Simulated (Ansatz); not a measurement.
ZrSe2 in the CdI2-type structure (r2SCAN+rVV10 geometry), in Ansatz:

```
CELL_PARAMETERS angstrom
3.78811 0.00000 0.00000
-1.89406 3.28060 0.00000
0.00000 0.00000 6.18006
ATOMIC_POSITIONS crystal
Zr 0.00000 0.00000 0.00000
Se 0.33333 0.66667 0.25381
Se 0.66667 0.33333 0.74619
```

G0W0@PBE with 288 empty bands, a screening cutoff of 140 eV and a 6×6×2 mesh (PAW, contour deformation) gives 1.033 eV over the mesh points, from a PBE gap of 0.290 eV; it sums over 310 bands with 287 plane waves in the screening and a wave cutoff of 420 eV. No extrapolation in bands, cutoff or mesh was made for G0W0. The values are computed, spin-unpolarised, and not measurements.

(1) Estimate the gap with mesh 6×6×4, empty bands 124, screening cutoff 80 eV.

(2) Estimate the gap with potentials of the kind norm-conserving.

(3) Estimate the gap with frequency model Godby-Needs pole.

Results:

(1) 0.932 eV (-0.101 eV), from a Kohn-Sham gap of 0.295 eV.

(2) 0.991 eV (-0.042 eV), from a Kohn-Sham gap of 0.286 eV.

(3) 0.983 eV (-0.050 eV), from a Kohn-Sham gap of 0.290 eV.

The runs are scalar-relativistic, without spin-orbit coupling.
